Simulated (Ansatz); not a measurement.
# In2O3: the cost of one run

All numbers below are computed with Ansatz 0.2.0 (DFT PBE, scalar-relativistic, plane waves, PAW).

4 further runs of the same task are left out: 4 set aside as unsound or not needed.

### 1 The system as given

The cell holds 40 atoms (EuIn15O24): a = 8.102 Å, b = 8.102 Å, c = 8.102 Å, α = 86.97°, β = 86.97°, γ = 86.97°.

The coordinates of this cell stand in the input of its own run.

The host was relaxed before at PBE: a = 5.575 Å, b = 5.575 Å, c = 14.757 Å, α = 90.00°, β = 90.00°, γ = 120.00° (conventional cell), 13.241 Å³/atom.

Places, in fractions of the supercell: Eu in place of In at (0.643, 0.643, 0.643). The start keeps the symmetry of the ideal site.

### 2 Band edges of the host over the zone

input.yaml

```yaml
crystal:
  lattice:
    - [2.7876173788, 1.6094316441, 4.9190318982]
    - [-2.7876173788, 1.6094316441, 4.9190318982]
    - [0.0, -3.2188632881, 4.9190318982]
  atoms:
    - { symbol: In, position: [0.6427971166, 0.6427971166, 0.6427971166] }
    - { symbol: In, position: [0.8572028834, 0.8572028834, 0.8572028834] }
    - { symbol: In, position: [0.3572028834, 0.3572028834, 0.3572028834] }
    - { symbol: In, position: [0.1427971166, 0.1427971166, 0.1427971166] }
    - { symbol: O, position: [0.0465672034, 0.75, 0.4534327966] }
    - { symbol: O, position: [0.75, 0.4534327966, 0.0465672034] }
    - { symbol: O, position: [0.4534327966, 0.0465672034, 0.75] }
    - { symbol: O, position: [0.9534327966, 0.25, 0.5465672034] }
    - { symbol: O, position: [0.5465672034, 0.9534327966, 0.25] }
    - { symbol: O, position: [0.25, 0.5465672034, 0.9534327966] }
basis:
  ecutwfc: 420
  xc_grid: 2
kpoints:
  mp_grid: { grid: [6, 6, 6] }
  band_path: { path: [VBM, CBM], npoints: 2 }
hamiltonian:
  xc: pbe
scf:
  occupations: { method: gaussian, width: 0.02 }
output:
  forces: true
  stress: true
  eigenvalues: true
```

Started as:

```sh
$ ansatz run input.yaml --threads 8 --pin off --max-ram 16384MiB --backend cpu --events-out ev --progress --plain --runs-dir out
```

What time and memory should one allow on 8 threads of Arm Neoverse V1, shared host?

About 8.4 s, with a peak of 0.72 GiB.
